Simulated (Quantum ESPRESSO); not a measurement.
# HfO2 (Fm-3m) in Quantum ESPRESSO: settings compared

One crystal, HfO2, is run at these levels: PBEsol, PBE; tasks: single point, equation of state, band structure.

All numbers are computed with Quantum ESPRESSO 7.5; they aren't measurements. Logs are shortened: lines on timing, memory, paths and dates and some standing lists are left out, and cuts for length are marked.

## 1. The structure

The structure is cubic, space group Fm-3m (No. 225). Conventional cell: a = 5.115 Å, b = 5.115 Å, c = 5.115 Å, α = 90.00°, β = 90.00°, γ = 90.00°. Hf (site symmetry m-3m) has 8 O at 2.21 Å as nearest neighbours. O (site symmetry -43m) has 4 Hf at 2.21 Å as nearest neighbours.

Measurements of this composition are mostly on another form, of space group No. 14.

## 2. Single point, PBEsol, 10.48 Å³/atom

pw.in

```
&CONTROL
  calculation = 'scf'
  prefix = 'pwscf'
  outdir = './tmp'
  pseudo_dir = './pseudo'
  tprnfor = .true.
  tstress = .true.
  disk_io = 'nowf'
/
&SYSTEM
  ibrav = 0
  nat = 3
  ntyp = 2
  ecutwfc = 84
  nbnd = 19
  occupations = 'smearing'
  smearing = 'fd'
  degauss = 0.00367493
/
&ELECTRONS
  conv_thr = 6d-10
  electron_maxstep = 120
  mixing_beta = 0.5
/
ATOMIC_SPECIES
Hf   178.4900 Hf.upf
O     15.9990 O.upf
CELL_PARAMETERS angstrom
   0.0000000000    2.5052914730    2.5052914730
   2.5052914730    0.0000000000    2.5052914730
   2.5052914730    2.5052914730    0.0000000000
ATOMIC_POSITIONS crystal
Hf     0.0000000000    0.0000000000    0.0000000000
O      0.7500000000    0.7500000000    0.7500000000
O      0.2500000000    0.2500000000    0.2500000000
K_POINTS automatic
9 9 9 0 0 0
```

Potentials or basis: PseudoDojo 0.4.1 SR PBEsol standard.

On the command line:

```sh
$ OMP_NUM_THREADS=1 pw.x -in pw.in > pw.out
```

pw.out:

```text
This program is part of the open-source Quantum ESPRESSO suite
     for quantum simulation of materials; please cite
         "P. Giannozzi et al., J. Phys.:Condens. Matter 21 395502 (2009);
         "P. Giannozzi et al., J. Phys.:Condens. Matter 29 465901 (2017);
         "P. Giannozzi et al., J. Chem. Phys. 152 154105 (2020);
     in publications or presentations arising from this work. More details at

     Message from routine setup:
     using ibrav=0 with symmetry is DISCOURAGED, use correct ibrav instead

     G-vector sticks info
     --------------------
     sticks:   dense  smooth     PW     G-vecs:    dense   smooth      PW
     Sum        1039    1039    313                22219    22219    3647

     Using Slab Decomposition

     bravais-lattice index     =            0
     lattice parameter (alat)  =       6.6953  a.u.
     unit-cell volume          =     212.2274 (a.u.)^3
     number of atoms/cell      =            3
     number of atomic types    =            2
     number of electrons       =        24.00
     number of Kohn-Sham states=           19
     kinetic-energy cutoff     =      84.0000  Ry
     charge density cutoff     =     336.0000  Ry
     scf convergence threshold =      6.0E-10
     mixing beta               =       0.5000
     number of iterations used =            8  plain     mixing
     Exchange-correlation= PBESOL
                           (   1   4  10   8   0   0   0)

     celldm(1)=   6.695332  celldm(2)=   0.000000  celldm(3)=   0.000000
     celldm(4)=   0.000000  celldm(5)=   0.000000  celldm(6)=   0.000000

     crystal axes: (cart. coord. in units of alat)
               a(1) = (   0.000000   0.707107   0.707107 )
               a(2) = (   0.707107   0.000000   0.707107 )
               a(3) = (   0.707107   0.707107   0.000000 )

     reciprocal axes: (cart. coord. in units 2 pi/alat)
               b(1) = ( -0.707107  0.707107  0.707107 )
               b(2) = (  0.707107 -0.707107  0.707107 )
               b(3) = (  0.707107  0.707107 -0.707107 )

     PseudoPot. # 1 for Hf read from file:
     Hf.upf
     Pseudo is Norm-conserving + core correction, Zval = 12.0
     Generated using ONCVPSP code by D. R. Hamann
     Using radial grid of 1656 points,  8 beta functions with:
                l(1) =   0
                l(2) =   0
                l(3) =   1
                l(4) =   1
                l(5) =   2
                l(6) =   2
                l(7) =   3
                l(8) =   3

     PseudoPot. # 2 for O  read from file:
     O.upf
     Pseudo is Norm-conserving + core correction, Zval =  6.0
     Generated using ONCVPSP code by D. R. Hamann
     Using radial grid of  936 points,  5 beta functions with:
                l(1) =   0
                l(2) =   0
                l(3) =   1
                l(4) =   1
                l(5) =   2

     atomic species   valence    mass     pseudopotential
     Hf               12.00   178.49000     Hf( 1.00)
     O                 6.00    15.99900     O ( 1.00)

     48 Sym. Ops., with inversion, found

   Cartesian axes

     site n.     atom                  positions (alat units)
         1        Hf     tau(   1) = (   0.0000000   0.0000000   0.0000000  )
         2        O      tau(   2) = (   1.0606602   1.0606602   1.0606602  )
         3        O      tau(   3) = (   0.3535534   0.3535534   0.3535534  )

     number of k points=    35  Fermi-Dirac smearing, width (Ry)=  0.0037
                       cart. coord. in units 2pi/alat
        k(    1) = (   0.0000000   0.0000000   0.0000000), wk =   0.0027435
        k(    2) = (   0.0785674   0.0785674  -0.0785674), wk =   0.0219479
        k(    3) = (   0.1571348   0.1571348  -0.1571348), wk =   0.0219479
        k(    4) = (   0.2357023   0.2357023  -0.2357023), wk =   0.0219479
        k(    5) = (   0.3142697   0.3142697  -0.3142697), wk =   0.0219479
        k(    6) = (   0.1571348   0.0000000  -0.0000000), wk =   0.0164609
[... 27 lines left out ...]
        k(   34) = (  -0.0000000  -0.4714045   0.6285394), wk =   0.0658436
        k(   35) = (  -0.0785674  -0.3928371   0.7071068), wk =   0.0658436

     Dense  grid:    22219 G-vectors     FFT dimensions: (  40,  40,  40)

     Initial potential from superposition of free atoms

     starting charge      23.9983, renormalised to      24.0000
     Starting wfcs are   18 randomized atomic wfcs +    1 random wfcs

     Self-consistent Calculation

     iteration #  1     ecut=    84.00 Ry     beta= 0.50
     Davidson diagonalization with overlap
     ethr =  1.00E-02,  avg # of iterations =  4.7

     total energy              =    -178.82881659 Ry
     estimated scf accuracy    <       0.96989315 Ry

     iteration #  2     ecut=    84.00 Ry     beta= 0.50
     Davidson diagonalization with overlap
     ethr =  4.04E-03,  avg # of iterations =  2.0

     total energy              =    -179.10793134 Ry
     estimated scf accuracy    <       0.26878232 Ry

     iteration #  3     ecut=    84.00 Ry     beta= 0.50
     Davidson diagonalization with overlap
     ethr =  1.12E-03,  avg # of iterations =  2.0

     total energy              =    -179.15890340 Ry
     estimated scf accuracy    <       0.00864972 Ry

     iteration #  4     ecut=    84.00 Ry     beta= 0.50
     Davidson diagonalization with overlap
     ethr =  3.60E-05,  avg # of iterations =  2.5

     total energy              =    -179.16032966 Ry
     estimated scf accuracy    <       0.00078601 Ry

     iteration #  5     ecut=    84.00 Ry     beta= 0.50
     Davidson diagonalization with overlap
     ethr =  3.28E-06,  avg # of iterations =  1.9

     total energy              =    -179.16031226 Ry
     estimated scf accuracy    <       0.00012020 Ry

     iteration #  6     ecut=    84.00 Ry     beta= 0.50
     Davidson diagonalization with overlap
     ethr =  5.01E-07,  avg # of iterations =  2.0

     total energy              =    -179.16033539 Ry
     estimated scf accuracy    <       0.00000249 Ry

     iteration #  7     ecut=    84.00 Ry     beta= 0.50
     Davidson diagonalization with overlap
     ethr =  1.04E-08,  avg # of iterations =  3.0

     total energy              =    -179.16032782 Ry
     estimated scf accuracy    <       0.00002029 Ry

     iteration #  8     ecut=    84.00 Ry     beta= 0.50
     Davidson diagonalization with overlap
     ethr =  1.04E-08,  avg # of iterations =  2.0

     total energy              =    -179.16033055 Ry
     estimated scf accuracy    <       0.00000007 Ry

     iteration #  9     ecut=    84.00 Ry     beta= 0.50
     Davidson diagonalization with overlap
     ethr =  2.99E-10,  avg # of iterations =  2.0

     total energy              =    -179.16033056 Ry
     estimated scf accuracy    <       0.00000002 Ry

     iteration # 10     ecut=    84.00 Ry     beta= 0.50
     Davidson diagonalization with overlap
     ethr =  8.99E-11,  avg # of iterations =  2.0

     total energy              =    -179.16033056 Ry
     estimated scf accuracy    <          1.7E-09 Ry

     iteration # 11     ecut=    84.00 Ry     beta= 0.50
     Davidson diagonalization with overlap
     ethr =  7.21E-12,  avg # of iterations =  2.0

     End of self-consistent calculation

          k = 0.0000 0.0000 0.0000 (  2733 PWs)   bands (ev):

   -48.0657 -16.5815 -16.5815 -16.5815  -6.0296  -2.7178   7.1962   7.1962
     7.1962  12.1796  12.1796  12.1796  16.7325  16.7325  18.7723  23.6981
    23.6981  23.6981  27.0861

          k = 0.0786 0.0786-0.0786 (  2737 PWs)   bands (ev):

   -48.0637 -16.6474 -16.5885 -16.5885  -5.8447  -2.8769   7.3230   7.3230
     7.5602  11.8019  11.9317  11.9317  16.9917  16.9917  19.2681  23.0612
    23.4593  23.4593  26.7329

          k = 0.1571 0.1571-0.1571 (  2755 PWs)   bands (ev):

   -48.0586 -16.8080 -16.6063 -16.6063  -5.3870  -3.2174   7.6490   7.6490
     8.4440  10.9967  11.4441  11.4441  17.4390  17.4390  19.9624  22.3315
    22.9947  22.9947  25.9251

          k = 0.2357 0.2357-0.2357 (  2785 PWs)   bands (ev):

   -48.0528 -16.9806 -16.6264 -16.6264  -4.9311  -3.4578   8.0163   8.0163
     9.3727  10.2129  11.0728  11.0728  17.6169  17.6169  19.8298  22.6039
    22.6731  22.6731  25.2797

          k = 0.3143 0.3143-0.3143 (  2770 PWs)   bands (ev):

   -48.0490 -17.0881 -16.6394 -16.6394  -4.7454  -3.4571   8.2380   8.2380
     9.7316   9.9105  10.9357  10.9357  17.5398  17.5398  20.0271  21.9972
    22.5823  22.5823  25.6575

          k = 0.1571 0.0000-0.0000 (  2750 PWs)   bands (ev):

   -48.0630 -16.6531 -16.5990 -16.5990  -5.7800  -2.9308   7.3426   7.3426
     7.7432  11.0637  12.2038  12.2038  16.9012  17.1403  19.4396  23.1092
    23.1092  23.4257  26.5698

          k = 0.2357 0.0786-0.0786 (  2761 PWs)   bands (ev):

   -48.0590 -16.7722 -16.6194 -16.6165  -5.4015  -3.2142   7.5863   7.6072
     8.5135  10.1598  11.9229  12.0067  17.2240  17.4797  20.0932  22.3888
    22.6256  23.1107  26.2866

          k = 0.3143 0.1571-0.1571 (  2751 PWs)   bands (ev):

   -48.0534 -16.9301 -16.6444 -16.6400  -4.9175  -3.4965   7.9364   7.9429
     9.4843   9.5194  11.3857  11.6045  17.5167  17.6876  20.0718  22.2601
    22.3417  23.0219  25.7435
[... 109 lines left out ...]
          k = 0.3928 0.2357-0.0786 (  2760 PWs)   bands (ev):

   -48.0498 -16.9712 -16.7292 -16.6484  -4.5597  -3.6767   7.7834   8.4530
     8.8049  10.3951  10.7924  11.9397  17.3741  17.9398  20.2771  21.4160
    22.3212  23.4463  26.1460

          k =-0.2357-0.3928 0.5500 (  2763 PWs)   bands (ev):

   -48.0466 -17.0362 -16.7617 -16.6653  -4.3981  -3.6513   7.8003   8.3331
     8.9901  10.5680  11.0711  11.5682  17.4477  17.9148  20.1535  21.3495
    22.1301  23.6234  26.1770

          k = 0.4714 0.1571-0.0000 (  2764 PWs)   bands (ev):

   -48.0479 -16.9996 -16.7343 -16.6840  -4.2737  -3.8575   7.4282   8.2974
     8.6649  11.0915  11.2822  11.8655  17.3327  17.9320  20.8306  21.0067
    21.7830  23.4581  26.9400

          k =-0.1571-0.4714 0.6285 (  2750 PWs)   bands (ev):

   -48.0449 -17.0185 -16.8085 -16.6988  -4.0926  -3.8440   7.1935   8.2152
     9.1873  10.7483  11.5644  11.8687  17.4143  18.0760  20.3242  20.8235
    21.6673  24.4920  26.8818

          k =-0.0786-0.3928 0.5500 (  2752 PWs)   bands (ev):

   -48.0442 -16.9830 -16.8750 -16.6938  -4.1065  -3.7794   7.3904   8.0011
     9.5203  10.2373  11.5280  12.0374  17.4506  18.1655  20.2003  20.7224
    21.7418  24.7559  26.7781

          k = 0.0000-0.3143 0.4714 (  2759 PWs)   bands (ev):

   -48.0462 -16.9729 -16.8375 -16.6719  -4.2013  -3.8167   7.6419   8.1463
     9.2558  10.1833  11.3203  11.9276  17.3437  18.1455  20.4794  20.7453
    21.9755  24.2551  26.6227

          k =-0.0786-0.5500 0.7071 (  2754 PWs)   bands (ev):

   -48.0434 -17.0766 -16.7735 -16.7250  -4.0826  -3.7518   6.4591   8.6732
     9.3152  10.9916  11.3564  12.4991  17.0354  18.3570  20.0360  20.9225
    21.3864  25.3592  27.5782

          k =-0.0000-0.4714 0.6285 (  2767 PWs)   bands (ev):

   -48.0430 -17.0250 -16.8498 -16.7201  -4.0432  -3.7518   6.7357   8.2908
     9.6215  10.5360  11.3632  12.5729  17.3152  18.3395  19.9987  20.6033
    21.4710  25.8109  27.3712

          k =-0.0786-0.3928 0.7071 (  2761 PWs)   bands (ev):

   -48.0432 -16.9726 -16.8932 -16.7233  -3.9244  -3.8855   7.2344   7.7040
     9.8616  10.3019  11.4244  12.4399  17.6288  18.1167  20.2099  20.3757
    21.5013  25.4811  27.2313

     the Fermi energy is    13.9132 ev

!    total energy              =    -179.16033056 Ry
     estimated scf accuracy    <          4.3E-11 Ry
     smearing contrib. (-TS)   =      -0.00000000 Ry
     internal energy E=F+TS    =    -179.16033056 Ry

     The total energy is F=E-TS. E is the sum of the following terms:
     one-electron contribution =     -23.75207008 Ry
     hartree contribution      =      26.92187001 Ry
     xc contribution           =     -45.06121147 Ry
     ewald contribution        =    -137.26891902 Ry

     convergence has been achieved in  11 iterations

     Forces acting on atoms (cartesian axes, Ry/au):

     atom    1 type  1   force =    -0.00000000    0.00000000    0.00000000
     atom    2 type  2   force =     0.00000000    0.00000000   -0.00000000
     atom    3 type  2   force =     0.00000000    0.00000000    0.00000000

     Total force =     0.000000     Total SCF correction =     0.000000

     Computing stress (Cartesian axis) and pressure

          total   stress  (Ry/bohr**3)                   (kbar)     P=       17.74
   0.00012057  -0.00000000  -0.00000000           17.74       -0.00       -0.00
  -0.00000000   0.00012057  -0.00000000           -0.00       17.74       -0.00
  -0.00000000  -0.00000000   0.00012057           -0.00       -0.00       17.74

=------------------------------------------------------------------------------=
   JOB DONE.
=------------------------------------------------------------------------------=
```

Wall time 36 s (1 thread of Intel Xeon Platinum 8259CL at 2.50GHz (Skylake/Cascade Lake), shared host); peak memory 0.09 GiB.

What came out:

```yaml
Free_energy: -2437.6005 eV
Pressure: 1.8 GPa
Band_gap_on_the_k_mesh: 3.92 eV, indirect (least direct gap 4.04 eV)
```

Caveat: spin-orbit coupling is left out, which moves the levels of the heavy elements; an odd mesh through Γ misses points on the zone boundary, where band edges often lie.

## 3. Single point, PBEsol, 10.71 Å³/atom

Changes to pw.in since step 2:

```diff
@@ -28,5 +28,5 @@
 CELL_PARAMETERS angstrom
-   0.0000000000    2.5052914730    2.5052914730
-   2.5052914730    0.0000000000    2.5052914730
-   2.5052914730    2.5052914730    0.0000000000
+   0.0000000000    2.5229349520    2.5229349520
+   2.5229349520    0.0000000000    2.5229349520
+   2.5229349520    2.5229349520    0.0000000000
 ATOMIC_POSITIONS crystal
```

Potentials or basis: PseudoDojo 0.4.1 SR PBEsol standard.

On the command line:

```sh
$ OMP_NUM_THREADS=1 pw.x -in pw.in > pw.out
```

It took 33 s on 1 thread of Intel Xeon Platinum 8259CL at 2.50GHz (Skylake/Cascade Lake), shared host; peak memory 0.09 GiB.

It converged, with:

```yaml
Free_energy: -2437.5962 eV
Pressure: -3.8 GPa
Band_gap_on_the_k_mesh: 3.86 eV, indirect (least direct gap 3.98 eV)
```

Caveat: spin-orbit coupling is left out, which moves the levels of the heavy elements; an odd mesh through Γ misses points on the zone boundary, where band edges often lie.

## 4. Single point, PBEsol, 10.93 Å³/atom

Changes to pw.in since step 3:

```diff
@@ -28,5 +28,5 @@
 CELL_PARAMETERS angstrom
-   0.0000000000    2.5229349520    2.5229349520
-   2.5229349520    0.0000000000    2.5229349520
-   2.5229349520    2.5229349520    0.0000000000
+   0.0000000000    2.5403350533    2.5403350533
+   2.5403350533    0.0000000000    2.5403350533
+   2.5403350533    2.5403350533    0.0000000000
 ATOMIC_POSITIONS crystal
```

On the command line:

```sh
$ OMP_NUM_THREADS=1 pw.x -in pw.in > pw.out
```

It took 34 s on 1 thread of Intel Xeon Platinum 8259CL at 2.50GHz (Skylake/Cascade Lake), shared host; peak memory 0.09 GiB.

It converged, with:

- Free energy: -2437.5700 eV
- Pressure: -8.8 GPa
- Band gap on the k mesh: 3.81 eV, indirect (least direct gap 3.92 eV)

Caveat: spin-orbit coupling is left out, which moves the levels of the heavy elements; an odd mesh through Γ misses points on the zone boundary, where band edges often lie.

## 5. Single point, PBEsol, 11.15 Å³/atom

Changes to pw.in since step 4:

```diff
@@ -28,5 +28,5 @@
 CELL_PARAMETERS angstrom
-   0.0000000000    2.5403350533    2.5403350533
-   2.5403350533    0.0000000000    2.5403350533
-   2.5403350533    2.5403350533    0.0000000000
+   0.0000000000    2.5575000000    2.5575000000
+   2.5575000000    0.0000000000    2.5575000000
+   2.5575000000    2.5575000000    0.0000000000
 ATOMIC_POSITIONS crystal
```

On the command line:

```sh
$ OMP_NUM_THREADS=1 pw.x -in pw.in > pw.out
```

Wall time 34 s (1 thread of Intel Xeon Platinum 8259CL at 2.50GHz (Skylake/Cascade Lake), shared host); peak memory 0.1 GiB.

The run converged. Its results:

| Quantity | Value |
| --- | --- |
| Free energy | -2437.5242 eV |
| Pressure | -13.2 GPa |
| Band gap on the k mesh | 3.75 eV, indirect (least direct gap 3.87 eV) |

Caveat: spin-orbit coupling is left out, which moves the levels of the heavy elements; an odd mesh through Γ misses points on the zone boundary, where band edges often lie.

## 6. Single point, PBEsol, 11.38 Å³/atom

Changes to pw.in since step 5:

```diff
@@ -28,5 +28,5 @@
 CELL_PARAMETERS angstrom
-   0.0000000000    2.5575000000    2.5575000000
-   2.5575000000    0.0000000000    2.5575000000
-   2.5575000000    2.5575000000    0.0000000000
+   0.0000000000    2.5744375797    2.5744375797
+   2.5744375797    0.0000000000    2.5744375797
+   2.5744375797    2.5744375797    0.0000000000
 ATOMIC_POSITIONS crystal
```

Potentials or basis: PseudoDojo 0.4.1 SR PBEsol standard.

On the command line:

```sh
$ OMP_NUM_THREADS=1 pw.x -in pw.in > pw.out
```

Wall time 50 s (1 thread of Intel Xeon Platinum 8259CL at 2.50GHz (Skylake/Cascade Lake), shared host); peak memory 0.1 GiB.

The run converged. Its results:

* Free energy: -2437.4607 eV
* Pressure: -17.2 GPa
* Band gap on the k mesh: 3.70 eV, indirect (least direct gap 3.81 eV)

Caveat: spin-orbit coupling is left out, which moves the levels of the heavy elements; an odd mesh through Γ misses points on the zone boundary, where band edges often lie.

## 7. Single point, PBEsol, 11.60 Å³/atom

Changes to pw.in since step 6:

```diff
@@ -28,5 +28,5 @@
 CELL_PARAMETERS angstrom
-   0.0000000000    2.5744375797    2.5744375797
-   2.5744375797    0.0000000000    2.5744375797
-   2.5744375797    2.5744375797    0.0000000000
+   0.0000000000    2.5911551753    2.5911551753
+   2.5911551753    0.0000000000    2.5911551753
+   2.5911551753    2.5911551753    0.0000000000
 ATOMIC_POSITIONS crystal
```

On the command line:

```sh
$ OMP_NUM_THREADS=1 pw.x -in pw.in > pw.out
```

Wall time 47 s (1 thread of Intel Xeon Platinum 8259CL at 2.50GHz (Skylake/Cascade Lake), shared host); peak memory 0.1 GiB.

It converged, with:

* Free energy: -2437.3814 eV
* Pressure: -20.8 GPa
* Band gap on the k mesh: 3.64 eV, indirect (least direct gap 3.75 eV)

Caveat: spin-orbit coupling is left out, which moves the levels of the heavy elements; an odd mesh through Γ misses points on the zone boundary, where band edges often lie.

## 8. Single point, PBEsol, 11.82 Å³/atom

Changes to pw.in since step 7:

```diff
@@ -28,5 +28,5 @@
 CELL_PARAMETERS angstrom
-   0.0000000000    2.5911551753    2.5911551753
-   2.5911551753    0.0000000000    2.5911551753
-   2.5911551753    2.5911551753    0.0000000000
+   0.0000000000    2.6076597933    2.6076597933
+   2.6076597933    0.0000000000    2.6076597933
+   2.6076597933    2.6076597933    0.0000000000
 ATOMIC_POSITIONS crystal
```

On the command line:

```sh
$ OMP_NUM_THREADS=1 pw.x -in pw.in > pw.out
```

It took 54 s on 1 thread of Intel Xeon Platinum 8259CL at 2.50GHz (Skylake/Cascade Lake), shared host; peak memory 0.1 GiB.

Results (log left out):

| Quantity | Value |
| --- | --- |
| Free energy | -2437.2881 eV |
| Pressure | -24.0 GPa |
| Band gap on the k mesh | 3.59 eV, indirect (least direct gap 3.70 eV) |

Caveat: spin-orbit coupling is left out, which moves the levels of the heavy elements; an odd mesh through Γ misses points on the zone boundary, where band edges often lie.

## 9. Equation of state, PBEsol

Potentials or basis: PseudoDojo 0.4.1 SR PBEsol standard.

No new run: the results of the series are fitted here.

What came out:

```
Equilibrium volume                      : 10.55 Å³/atom
Bulk modulus                            : 269 GPa
Pressure derivative of the bulk modulus : 4.3
```

Energy against volume, from the lowest point:
```tsv
volume (Å³/atom)	energy (meV/atom)
10.483	0.00
10.706	1.41
10.929	10.15
11.152	25.44
11.375	46.60
11.598	73.02
11.821	104.13
```

The run has no spin-orbit coupling, so splittings on Hf are missing.

(Continued in part 2 of 2.)
